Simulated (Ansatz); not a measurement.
## CoO: do energies and stresses tell the same story?

Computed with DFT PBE, scalar-relativistic, plane waves, PAW in Ansatz 0.2.0.

Cutoff 420 eV; k points 16×16×16 on the computed 2-atom cell (Γ-centred); Gaussian smearing, width 0.10 eV; collinear spin from starting moments 2.74 0.35 μB.

Relaxed cell: Fm-3m, a = 4.248 Å, b = 4.248 Å, c = 4.248 Å, α = 90.00°, β = 90.00°, γ = 90.00°, 2 atoms in the primitive cell.

Energies at zero smearing and pressures from the stress tensor, at volumes with shape and atoms relaxed:
```csv
V (Å³/atom),E − E(first) (meV/atom),P (GPa)
9.009,0.00,10.58
9.297,-13.94,5.09
9.584,-18.70,0.00
9.872,-14.34,-4.85
10.159,-1.52,-9.21
```

Task: Check P = −dE/dV between neighbouring volumes, and get the bulk modulus from the pressures alone.

Result: With 1 eV/Å³ = 160.2 GPa:
| middle V (Å³/atom) | −ΔE/ΔV (GPa) | mean P (GPa) |
| --- | --- | --- |
| 9.153 | 7.765 | 7.834 |
| 9.441 | 2.654 | 2.544 |
| 9.728 | -2.428 | -2.427 |
| 10.016 | -7.145 | -7.032 |

The two differ by 0.11 GPa at most. The mean of two end pressures misses the average over a step by about ΔV² P″/12, up to 0.06 GPa here; with that taken off 0.13 GPa remains. The stress is the derivative of the free energy, not of the energy at zero smearing, and with free energies 0.03 GPa remains. The largest site moment goes from 2.29 to 2.55 μB along the series, which bends P(V). Around V = 9.584 Å³/atom, the two neighbours give B = −V ΔP/ΔV = 9.584 × 9.94 / 0.575 = 165.7 GPa, against B0 = 166.8 GPa from the Birch–Murnaghan fit of the energies, which describes these points poorly (B0' = 0.3).

The cell holds one magnetic atom, so it can only be ferromagnetic; an antiferromagnetic order may lie lower.

Only this magnetic start was tried.